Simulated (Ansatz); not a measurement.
**Cd: computed DOS**

```
Cd
1.0
     2.97887    0.00000    0.00000
    -1.48944    2.57978    0.00000
     0.00000    0.00000    5.61765
Cd
2
Direct
  0.33333 0.66667 0.25000
  0.66667 0.33333 0.75000
```

The cell is COD entry 9008490, as deposited and not checked against the literature; nothing was relaxed.

Method: DFT, PBE, all-electron LAPW, scalar-relativistic in Ansatz 0.2.0.

Numerical set-up: a Γ-centred 14×14×7 k mesh, Fermi–Dirac smearing of 0.05 eV, basis error target 0.25 meV/atom, no spin polarisation.

States per eV and cell, averaged over 0.4 eV, from -5.8 to 2.0 eV, with energies (bin centres) from the Fermi level; empty bins are left out. The partial columns, the largest 2 alone, are projections on Löwdin-orthogonalised atomic shells (those that the program's projection atoms carry: the occupied ones and, for some elements, an empty d or f shell; other empty shells have no column), summed over atoms of an element. Weights on diffuse s and p shells depend on that basis and aren't pure angular character.

```json
{"E (eV)": "-5.7", "total": "0.39", "Cd 5s": "0.35", "Cd 4d": "0.03"}
{"E (eV)": "-5.3", "total": "0.42", "Cd 5s": "0.37", "Cd 4d": "0.03"}
{"E (eV)": "-4.9", "total": "0.45", "Cd 5s": "0.38", "Cd 4d": "0.03"}
{"E (eV)": "-4.5", "total": "0.47", "Cd 5s": "0.40", "Cd 4d": "0.03"}
{"E (eV)": "-4.1", "total": "0.50", "Cd 5s": "0.41", "Cd 4d": "0.03"}
{"E (eV)": "-3.7", "total": "0.53", "Cd 5s": "0.42", "Cd 4d": "0.03"}
{"E (eV)": "-3.3", "total": "0.57", "Cd 5s": "0.44", "Cd 4d": "0.03"}
{"E (eV)": "-2.9", "total": "0.62", "Cd 5s": "0.45", "Cd 4d": "0.03"}
{"E (eV)": "-2.5", "total": "0.64", "Cd 5s": "0.42", "Cd 4d": "0.02"}
{"E (eV)": "-2.1", "total": "0.63", "Cd 5s": "0.37", "Cd 4d": "0.02"}
{"E (eV)": "-1.7", "total": "0.65", "Cd 5s": "0.34", "Cd 4d": "0.02"}
{"E (eV)": "-1.3", "total": "0.74", "Cd 5s": "0.33", "Cd 4d": "0.02"}
{"E (eV)": "-0.9", "total": "0.64", "Cd 5s": "0.25", "Cd 4d": "0.01"}
{"E (eV)": "-0.5", "total": "0.55", "Cd 5s": "0.19", "Cd 4d": "0.01"}
{"E (eV)": "-0.1", "total": "0.55", "Cd 5s": "0.16", "Cd 4d": "0.01"}
{"E (eV)": "0.3", "total": "0.47", "Cd 5s": "0.16", "Cd 4d": "0.01"}
{"E (eV)": "0.7", "total": "0.57", "Cd 5s": "0.25", "Cd 4d": "0.01"}
{"E (eV)": "1.1", "total": "0.86", "Cd 5s": "0.38", "Cd 4d": "0.01"}
{"E (eV)": "1.5", "total": "0.97", "Cd 5s": "0.35", "Cd 4d": "0.01"}
{"E (eV)": "1.9", "total": "0.91", "Cd 5s": "0.26", "Cd 4d": "0.01"}
```

Q: Where is the centre of the filled Cd 4d states between -14 eV and the top of the filled states?

A: -9.03 eV from the Fermi level.
